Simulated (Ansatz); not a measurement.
## Structural relaxation of generalised stacking fault on (110) of a KCl-RbCl solid solution (80 atoms)

Aim: bring generalised stacking fault on (110) of a KCl-RbCl solid solution (80 atoms) to a nearby minimum of the energy and see what moves.

Calculated with Ansatz 0.2.0; Kohn-Sham DFT, PBE, PAW (set soft_2), plane waves.

## (1) The structure

The cell holds 80 atoms: 13 Rb, 40 Cl and 27 K. Its edges and angles: a = 7.339 Å, b = 10.379 Å, c = 26.228 Å, α = 90.0°, β = 83.3°, γ = 90.0°. It derives from KCl and RbCl. CsCl-type KCl lattice (a = 3.6697 Å, the value set for the mixture), cell with z along [110], 2 x 2 x 5 periods; the third cell vector is tilted by 0.833 of [001] and lengthened by 0.1 Å, so the cell holds one fault; displaced by a Gaussian of 0.01 Å; 13 of 40 K sites given to Rb at random (lattice constant by Vegard's rule between KCl and RbCl).

Limits known from the start: Atoms were free to move along the slip, so the relaxation can undo part or all of it. The host structure and its lattice constant were typed by rule, without a check against the phase diagram.

## (2) Single point at the start

A single point comes first, to see the forces before anything moves.

The input, input.yaml:

```yaml
crystal:
  lattice:
    - [7.3394, 0.0, 0.0]
    - [0.0, 10.37948, 0.0]
    - [3.05811, 0.0, 26.0487]
  atoms:
    - { symbol: Rb, position: [0.58429, 0.00092, 0.99566] }
    - { symbol: Cl, position: [0.20803, 0.00062, 0.09925] }
    - { symbol: K, position: [0.08558, 0.99894, 0.99608] }
    - { symbol: Cl, position: [0.70981, 0.9991, 0.09992] }
    - { symbol: K, position: [0.58274, 0.49869, 0.99572] }
    - { symbol: Cl, position: [0.21013, 0.49817, 0.09923] }
    - { symbol: K, position: [0.08261, 0.49943, 0.99551] }
    - { symbol: Cl, position: [0.7116, 0.49891, 0.09929] }
    - { symbol: K, position: [0.96027, 0.25071, 0.09866] }
    - { symbol: Cl, position: [0.16838, 0.24935, 0.19882] }
    - { symbol: Rb, position: [0.4587, 0.24975, 0.0991] }
    - { symbol: Cl, position: [0.66879, 0.24953, 0.19853] }
    - { symbol: K, position: [0.91911, 0.99888, 0.19899] }
    - { symbol: Cl, position: [0.12642, 0.00132, 0.29812] }
    - { symbol: Rb, position: [0.41691, 0.00078, 0.19902] }
    - { symbol: Cl, position: [0.62592, 0.99887, 0.29884] }
    - { symbol: K, position: [0.95717, 0.74814, 0.09963] }
    - { symbol: Cl, position: [0.16601, 0.75033, 0.19914] }
    - { symbol: K, position: [0.46027, 0.75142, 0.09866] }
    - { symbol: Cl, position: [0.66829, 0.74958, 0.1989] }
    - { symbol: K, position: [0.91675, 0.50196, 0.19937] }
    - { symbol: Cl, position: [0.12541, 0.49997, 0.29846] }
    - { symbol: K, position: [0.41724, 0.50155, 0.19845] }
    - { symbol: Cl, position: [0.62626, 0.49973, 0.29901] }
    - { symbol: K, position: [0.87391, 0.24855, 0.29879] }
    - { symbol: Cl, position: [0.08355, 0.25023, 0.39814] }
    - { symbol: K, position: [0.37684, 0.24952, 0.29866] }
    - { symbol: Cl, position: [0.58181, 0.25172, 0.39778] }
    - { symbol: Rb, position: [0.83148, 0.99859, 0.39799] }
    - { symbol: Cl, position: [0.04234, 0.00269, 0.49788] }
    - { symbol: Rb, position: [0.331, 0.00218, 0.39826] }
    - { symbol: Cl, position: [0.54288, 0.99894, 0.49801] }
    - { symbol: K, position: [0.87582, 0.74991, 0.29759] }
    - { symbol: Cl, position: [0.08246, 0.75149, 0.3978] }
    - { symbol: Rb, position: [0.37564, 0.75012, 0.2985] }
    - { symbol: Cl, position: [0.58436, 0.7496, 0.39834] }
    - { symbol: K, position: [0.83486, 0.50076, 0.39757] }
    - { symbol: Cl, position: [0.03999, 0.49905, 0.49769] }
    - { symbol: K, position: [0.33494, 0.49924, 0.39807] }
    - { symbol: Cl, position: [0.54184, 0.50026, 0.49752] }
    - { symbol: Rb, position: [0.79282, 0.24981, 0.49807] }
    - { symbol: Cl, position: [0.99963, 0.24918, 0.5978] }
    - { symbol: K, position: [0.29338, 0.25017, 0.49754] }
    - { symbol: Cl, position: [0.50203, 0.24835, 0.59776] }
    - { symbol: K, position: [0.75195, 0.99892, 0.59714] }
    - { symbol: Cl, position: [0.96129, 0.99979, 0.6969] }
    - { symbol: K, position: [0.25443, 0.99889, 0.59774] }
    - { symbol: Cl, position: [0.45797, 0.00089, 0.6967] }
    - { symbol: K, position: [0.79439, 0.75044, 0.49765] }
    - { symbol: Cl, position: [0.00051, 0.74896, 0.59783] }
    - { symbol: K, position: [0.29525, 0.75048, 0.49779] }
    - { symbol: Cl, position: [0.50029, 0.74877, 0.59786] }
    - { symbol: K, position: [0.75089, 0.49884, 0.59711] }
    - { symbol: Cl, position: [0.95949, 0.4991, 0.69631] }
    - { symbol: Rb, position: [0.25133, 0.49942, 0.59705] }
    - { symbol: Cl, position: [0.45876, 0.50057, 0.69699] }
    - { symbol: Rb, position: [0.71021, 0.25001, 0.69702] }
    - { symbol: Cl, position: [0.91614, 0.24898, 0.79682] }
    - { symbol: K, position: [0.20942, 0.24964, 0.69698] }
    - { symbol: Cl, position: [0.41931, 0.25107, 0.79683] }
    - { symbol: K, position: [0.66935, 0.00029, 0.79629] }
    - { symbol: Cl, position: [0.87572, 0.9996, 0.89657] }
    - { symbol: K, position: [0.16955, 0.00109, 0.79594] }
    - { symbol: Cl, position: [0.37742, 0.00119, 0.896] }
    - { symbol: Rb, position: [0.70773, 0.74889, 0.69675] }
    - { symbol: Cl, position: [0.91522, 0.74988, 0.79577] }
    - { symbol: K, position: [0.21154, 0.74961, 0.69764] }
    - { symbol: Cl, position: [0.41851, 0.74917, 0.79655] }
    - { symbol: Rb, position: [0.66715, 0.50013, 0.79658] }
    - { symbol: Cl, position: [0.87855, 0.50137, 0.89549] }
    - { symbol: Rb, position: [0.16969, 0.50019, 0.79643] }
    - { symbol: Cl, position: [0.37849, 0.49923, 0.89666] }
    - { symbol: K, position: [0.62479, 0.24854, 0.89646] }
    - { symbol: Cl, position: [0.836, 0.24951, 0.99587] }
    - { symbol: K, position: [0.12765, 0.24925, 0.89615] }
    - { symbol: Cl, position: [0.33415, 0.2492, 0.99604] }
    - { symbol: K, position: [0.62775, 0.74971, 0.89558] }
    - { symbol: Cl, position: [0.83411, 0.74949, 0.99572] }
    - { symbol: Rb, position: [0.12814, 0.75033, 0.89632] }
    - { symbol: Cl, position: [0.33741, 0.75161, 0.99571] }
kpoints:
  mp_grid: { grid: [2, 1, 1] }
hamiltonian:
  xc: pbe
scf:
  occupations: { method: gaussian, width: 0.025 }
output:
  forces: true
  stress: true
  populations: intrinsic
  dos:
    method: { smearing: { sigma: 0.1 } }
    de: 0.1
    projected: { site_lists: { Cl: [Cl], K: [K], Rb: [Rb] } }
  eigenvalues: true
```

Launch:

```bash
ansatz run input.yaml --threads 8 --pin off --max-ram 15872MiB --backend cpu --events-out ev --progress --plain --runs-dir out
```

Numbers of over 12 decimals in the logs are rounded to 6 here.

What it wrote:

```text
Engine: ansatz 0.2.0, aarch64-unknown-linux-gnu
Pseudopotentials: kind: paw
Pseudopotential: Rb, paw, valence charge 9, recommended cutoff 420 eV (normal), Rb.paw.azcp
Pseudopotential: Cl, paw, valence charge 7, recommended cutoff 420 eV (normal), Cl.paw.azcp
Pseudopotential: K, paw, valence charge 9, recommended cutoff 420 eV (normal), K.paw.azcp
[... 5 lines on functional and potentials left out ...]
Crystal: 80 atoms, lattice volume = 1984.368 Å³
Basis set: ecut = 420 eV, 38811 PW (Γ), exchange–correlation on 100×144×360 points (8 copies of the dense FFT grid, shifted against one another)
Bands: 400, of which v1, the nominal top of the filled ones, is band 320 counted from 1 (319 counted from 0)
Symmetry: 1 space group operations
Space group: P1 (ITA 1), of the structure as read, at distance tolerance 1.3e-4 Å
k-points: 2
[... 7 lines on functional and potentials left out ...]
Initial density: superposition of atomic densities (neutral atoms: chi_scale 0, normalization atom), corrected by the library's trained network
Initial wavefunctions: pseudopotential atomic-orbital guess
Functional: x = pbe(κ = 0.804, μ = 0.219515), c = pbe(β = 0.066725)
SCF iter   1: F=—  HF=-127321.490077 eV  |F-HF|=—  |Δ(HF+E_count)|=         —  Δρ=4.20e-4  dr2=5.18e-3  ethr=1.77e-3  ⟨swp⟩=12.5  Hψ=4678  notcnv=0  defer=33
preconditioner: auto → Resta (q_TF=auto, 2.259 Å⁻¹)  ε∞=2.9  [insulator: Δε(μ)=5.568 eV  Ē_g=14.331 eV  σ=0.025 eV  W_gap=1.00  n_scr=392 (ndim 8)  ℏωp=19.7 eV  f_vac=0.000  D(μ)=0.00/eV (n_scr^D=0)  ε∞_Penn≈2.9]
SCF iter   2: F=—  HF=-127321.469406 eV  |F-HF|=—  |Δ(HF+E_count)|=   2.07e-2  Δρ=1.91e-4  dr2=1.10e-3  ethr=8.10e-7  ⟨swp⟩=3.0  Hψ=1939  notcnv=0  defer=82
SCF iter   3: F=—  HF=-127321.469133 eV  |F-HF|=—  |Δ(HF+E_count)|=   2.73e-4  Δρ=7.19e-5  dr2=1.02e-4  ethr=1.72e-7  ⟨swp⟩=2.0  Hψ=1216  notcnv=0  defer=82
SCF iter   4: F=—  HF=-127321.469148 eV  |F-HF|=—  |Δ(HF+E_count)|=   1.49e-5  Δρ=2.57e-5  dr2=1.63e-5  ethr=1.59e-8  ⟨swp⟩=2.5  Hψ=1309  notcnv=0  defer=82
SCF iter   5: F=—  HF=-127321.467919 eV  |F-HF|=—  |Δ(HF+E_count)|=   1.23e-3  Δρ=4.33e-6  dr2=3.50e-7  ethr=2.55e-9  ⟨swp⟩=2.0  Hψ=1216  notcnv=0  defer=82
SCF iter   6: F=-127321.467919 eV  HF=-127321.467919 eV  |F-HF|=1.28e-9  |Δ(HF+E_count)|=   2.56e-7  Δρ=1.03e-6  dr2=2.54e-8  ethr=1.56e-11  ⟨swp⟩=14.0  Hψ=4257  notcnv=0
SCF 1 converged in 6 iterations: F = -127321.467919 eV  dr2 = 2.54e-8
  greatest PAW one-centre occupation: 0.988 electrons in one spin orbital (limit 2), on the K atom at site 8 (counted from 0), in its partial waves of l = 0
SCF converged after 6 iterations
Free energy (F): -127321.467919 eV
Harris-Foulkes:  -127321.467919 eV  (|F-HF|=1.28e-9)
Internal energy: -127321.467919 eV  (E = F + TS)
E sigma→0 (E₀):  -127321.467919 eV
Fermi energy:    6.457121 eV
--- Per-component energies (eV) ---
  E_band       = -3491.308332
  E_kinetic    = 15936.047493
  E_local      = -27128.099027  (includes V_loc(G=0)·N_el)
  E_nonlocal   = 3738.742489
  E_hartree    = 8158.006719
  E_xc         = -9708.722839
  E_vxc        = -11215.157230  (∫ρ·V_xc dr)
  E_paw        = -81520.085938  (= ΣΔE_a)
  E_vpaw       = -1138.858832  (= ΣTr[D̂ρ^β])
  E_aug_tail   = 0.003470  (compensation charges beyond the density's cutoff)
  E_ewald      = -36797.360287
  E_smearing   = -0.000000  (= −TS)
  E_closure    = 0.000000  (closes the sum)
  Σ components = -127321.467919   (vs F -127321.467919, Δ=0.00e0)
--- Forces (eV/Å), atoms counted from 1 ---
  atom   1  Rb    -0.13761153    -0.02861592    -0.10512822
  atom   2  Cl    -0.07671023    -0.15881549    -0.03580374
  atom   3  K     -0.11630018     0.01261721    -0.10517499
  atom   4  Cl     0.38630832    -0.12521784     0.15461767
  atom   5  K     -0.05642987     0.03247485    -0.09077353
  atom   6  Cl     0.00367057     0.19778502     0.03387527
  atom   7  K     -0.06407500     0.01200348    -0.06781300
  atom   8  Cl     0.13748691     0.16149219     0.03789967
  atom   9  K      0.08918506    -0.02387498     0.16686009
  atom  10  Cl    -0.19037528     0.17206133     0.12864456
  atom  11  Rb     0.24221588     0.00506834     0.19700197
  atom  12  Cl     0.18479148     0.14936070     0.15916082
  atom  13  K     -0.03054764     0.04677111    -0.01778591
  atom  14  Cl    -0.19967774     0.09182191    -0.08393424
[...]
atom  79  Rb    -0.02310498     0.02261375    -0.01199742
  atom  80  Cl    -0.14945171    -0.18836177     0.03618457
  max |Σ_I F_I| component: 2.84e-5 eV/Å
--- Stress (GPa, compression-positive) ---
        5.052082       0.007730       0.230493
        0.007730       4.821039      -0.001013
        0.230493      -0.001013       5.080932
  P = ⅓ Tr σ = 4.9847 GPa (49.847 kbar)
--- Band table (eV) ---
  k-point 0: bands = ["-24.1693", "-24.1663", "-24.1632", "-24.1605", [... 384 levels ...], "12.1225", "12.1338", "12.1439", "12.1490", "12.1739", "12.1973", "12.2435", "12.2488", "12.2663", "12.2859", "12.2950", "12.3030"]
  k-point 1: bands = ["-24.1686", "-24.1611", "-24.1611", "-24.1557", [... 384 levels ...], "12.0816", "12.1017", "12.1256", "12.1336", "12.1714", "12.2126", "12.2221", "12.2391", "12.2735", "12.2943", "12.3229", "12.3432"]
--- intrinsic populations: 80 sites ---
  site symbol       q [e]
     0     Rb      8.1989
     1     Cl      7.7724
     2      K      8.2409
[...]
79     Cl      7.7727
  spilling = 0.000000 (of n_electrons = 640.000000)
```

Run time: 35 s. Hardware: 8 threads of Arm Neoverse V2, shared host; peak memory 6.7 GiB.

The column dr2 measures how far the density is from self-consistency, as an energy; F and HF (Harris–Foulkes) agree once it is small.

The run gave:

```yaml
free_energy: -127321.4679 eV
free_energy_per_atom: -1591.5183 eV/atom
scf_cycles: 6
pressure: 4.985 GPa
r_m_s_force_component: 0.1108 eV/Å
longest_force: 0.543 eV/Å
fermi_energy: 6.457 eV
spacing_of_highest_filled_and_lowest_empty_level: 5.579 eV
```

The r.m.s. force component of 0.11 eV/Å and the pressure of 5.0 GPa set the starting point.

Neighbours are counted within 3.48 Å (Cl-K), 3.48 Å (Cl-Rb).

Length of the force by element and coordination:

```
element  coordination  atoms  mean length of the force (eV/Å)  spread   least    most
     Cl           all     40                            0.241   0.085   0.123   0.543
     Cl             7      8                            0.270   0.131   0.163   0.543
     Cl             8     32                            0.233  0.0668   0.123   0.361
      K           all     27                           0.0672  0.0475  0.0072   0.191
      K             7      6                            0.144  0.0327  0.0941   0.191
      K             8     21                           0.0452  0.0204  0.0072   0.088
     Rb           all     13                           0.0807  0.0763  0.0237   0.312
     Rb             7      2                            0.244  0.0684   0.175   0.312
     Rb             8     11                            0.051  0.0176  0.0237  0.0767
```

## (3) Relaxation

The atoms are relaxed in the fixed cell, aiming at the force tolerance of the input.

input.yaml, the sections that differ from step 2:

```yaml
output:
  forces: true
relax:
  f_tol: 0.03
  max_steps: 98
# crystal, kpoints, hamiltonian, scf: as in step 2
```

What it wrote:

```text
[...]
Crystal: 80 atoms, lattice volume = 1984.368 Å³
Basis set: ecut = 420 eV, 38811 PW (Γ), exchange–correlation on 100×144×360 points (8 copies of the dense FFT grid, shifted against one another)
Bands: 400, of which v1, the nominal top of the filled ones, is band 320 counted from 1 (319 counted from 0)
Symmetry: 1 space group operations
[...]
k-points: 2
[...]
SCF iter   1: F=—  HF=-127321.490078 eV  |F-HF|=—  |Δ(HF+E_count)|=         —  Δρ=4.20e-4  dr2=5.18e-3  ethr=1.77e-3  ⟨swp⟩=12.5  Hψ=4678  notcnv=0  defer=33
[...]
SCF iter   6: F=-127321.467919 eV  HF=-127321.467919 eV  |F-HF|=1.78e-9  |Δ(HF+E_count)|=   2.15e-7  Δρ=1.03e-6  dr2=2.53e-8  ethr=5.42e-11  ⟨swp⟩=1.0  Hψ=2024  notcnv=0
SCF 1 converged in 6 iterations: F = -127321.467919 eV  dr2 = 2.53e-8
[...]
relax step   1: F+E_penalty+E_count = -127321.46791906 eV  Δ(F+E_penalty+E_count) = +0.000e0 eV  max|allowed force component| = 3.886e-1 eV/Å  Δτ_max = 0.0000 Å  (6 SCF iters, dr2 threshold 2.25e-5 eV, accepted)
[...]
relax step   2: F+E_penalty+E_count = -127321.88119549 eV  Δ(F+E_penalty+E_count) = -4.133e-1 eV  max|allowed force component| = 1.613e-1 eV/Å  Δτ_max = 0.1827 Å  (5 SCF iters, dr2 threshold 9.44e-6 eV, accepted)
[...]
relax step   3: F+E_penalty+E_count = -127322.06231055 eV  Δ(F+E_penalty+E_count) = -1.811e-1 eV  max|allowed force component| = 1.643e-2 eV/Å  Δτ_max = 0.1691 Å  (6 SCF iters, dr2 threshold 1.63e-6 eV, accepted)
relax step   4: F+E_penalty+E_count = -127322.06231068 eV  Δ(F+E_penalty+E_count) = -1.310e-7 eV  max|allowed force component| = 1.639e-2 eV/Å  Δτ_max = 0.0000 Å  (2 SCF iters, accepted)
relax step   5: F+E_penalty+E_count = -127322.07106172 eV  Δ(F+E_penalty+E_count) = -8.751e-3 eV  max|allowed force component| = 3.273e-2 eV/Å  Δτ_max = 0.0598 Å  (6 SCF iters, accepted)
relax step   6: F+E_penalty+E_count = -127322.07455158 eV  Δ(F+E_penalty+E_count) = -3.490e-3 eV  max|allowed force component| = 1.768e-2 eV/Å  Δτ_max = 0.0194 Å  (5 SCF iters, dr2 threshold 1.07e-6 eV, accepted)
[...]
relax step   7: F+E_penalty+E_count = -127322.07455168 eV  Δ(F+E_penalty+E_count) = -9.230e-8 eV  max|allowed force component| = 1.774e-2 eV/Å  Δτ_max = 0.0000 Å  (3 SCF iters, accepted)
SCF converged after 3 iterations
Free energy (F): -127322.074552 eV
[...]
Internal energy: -127322.074552 eV  (E = F + TS)
E sigma→0 (E₀):  -127322.074552 eV
Fermi energy:    6.479510 eV
[...]
--- Forces (eV/Å), atoms counted from 1 ---
  atom   1  Rb     0.00461626    -0.00186011    -0.00193633
  atom   2  Cl    -0.00514743    -0.00058641    -0.00385136
  atom   3  K      0.00242491    -0.00320710     0.00376906
  atom   4  Cl     0.00029769    -0.00148513    -0.00129507
  atom   5  K      0.00191705     0.00175347    -0.00279764
  atom   6  Cl    -0.00305399    -0.00058694    -0.00332963
  atom   7  K      0.00019695     0.00191228    -0.00191296
  atom   8  Cl    -0.00064535    -0.00007061    -0.00191822
  atom   9  K     -0.00393484    -0.00097727    -0.01198191
  atom  10  Cl     0.00106162     0.00154838    -0.00501147
  atom  11  Rb    -0.00402825    -0.00129895    -0.00416030
  atom  12  Cl     0.00098895     0.00138504    -0.00338509
  atom  13  K      0.00075505    -0.00032153     0.00778989
  atom  14  Cl    -0.00103146     0.00181374    -0.00754469
[...]
atom  79  Rb    -0.00290453    -0.00213212    -0.00680780
  atom  80  Cl     0.00310245     0.00022030     0.01483754
  max |Σ_I F_I| component: 5.20e-5 eV/Å
--- Relaxed structure (7 steps of the walk, 7 accepted, 0 SCFs on fresh bases) ---
  F+E_penalty+E_count = -127322.07455168 eV   max|allowed force component| = 1.774e-2 eV/Å
  atoms:
    - { symbol: Rb, position: [0.545658, 0.000299516, 0.998222] }
    - { symbol: Cl, position: [0.238021, -0.00256354, 0.097239] }
    - { symbol: K, position: [0.045710, 0.999711, 0.997451] }
    - { symbol: Cl, position: [0.755228, 0.997191, 0.097872] }
[...]
- { symbol: Cl, position: [0.297113, 0.746640, 0.999485] }
```

Run time: 90 s. Hardware: 8 threads; peak memory 6.9 GiB.

Relaxation path:

```
step  energy less that of the first step (eV)  largest force component (eV/Å)
   1                                   0.0000                          0.3886
   2                                  -0.4133                          0.1613
   3                                  -0.5944                          0.0164
   4                                  -0.5944                          0.0164
   5                                  -0.6031                          0.0327
   6                                  -0.6066                          0.0177
   7                                  -0.6066                          0.0177
```

The atoms that moved most (Å):

```
atom      dx      dy      dz  length
 Cl4   0.327  -0.020  -0.053   0.332
Cl76  -0.317   0.033   0.027   0.320
Cl80  -0.284  -0.052   0.098   0.305
 K17   0.286   0.000  -0.053   0.291
  K3  -0.288   0.008   0.036   0.291
Cl78  -0.275  -0.027   0.085   0.289
 Rb1  -0.276  -0.006   0.067   0.284
Cl70  -0.244  -0.047   0.132   0.282
```

The relaxation changed the energy by -7.58 meV/atom, and atoms moved by 0.18 Å r.m.s., 0.33 Å at most.

[end of part 1 of 2]

[Logs are printed without paths, hosts, clocks, repeated set-up lines and the standing remarks that a program may print on its own settings, such as how far it seeks lower states.]

[Hosts, paths, dates, database ids (printed as entryN), source tags and the programs' standing remarks are cut or masked in the printed files.]
